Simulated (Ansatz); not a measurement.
The calculation used DFT PBE, scalar-relativistic, plane waves, PAW in Ansatz 0.2.0. All cells share a 420 eV cutoff and Γ-centred k meshes spaced at most about 0.3 Å⁻¹ (about 0.25 or finer for metals, 2π included). No spin polarisation in the final relaxations.

Temperature and zero-point effects are left out. All come from trial cells, and lower structures may exist.

Question: Order these relaxed structures of Al by energy, lowest first, with the energy over the lowest of them.
A. Space group Pm-3m (No. 221), cubic, a = 3.916 Å. Around Al lie 8 Al at 2.77 Å.
B. Space group P6/mmm (No. 191), hexagonal, a = 2.781 Å, c = 2.804 Å. Al has 8 Al at 2.78–2.80 Å.
C. Space group Fm-3m (No. 225), cubic, a = 4.041 Å. Around Al lie 12 Al at 2.86 Å.

Answer: C (0 meV/atom), A (209 meV/atom), B (220 meV/atom). Forms: C fcc type, Fm-3m; A Pm-3m; B simple hexagonal type, P6/mmm. Counting all near atoms (those within 1.25 times the shortest distance at each site): C has Al 12; A has Al 8; B has Al 8.

The k mesh leaves some 4 meV/atom of noise in the energy of each metallic cell. Cells relaxed within their symmetry can be saddle points. The Fm-3m cell of Al came from shaking the P6/mmm one. The part of the Crystallography Open Database at hand lists Al in space groups No. 225, 229; sharing a group (Fm-3m) doesn't make a cell the listed structure. Some types were kept out of the candidates beforehand, so the set may lack a known form.
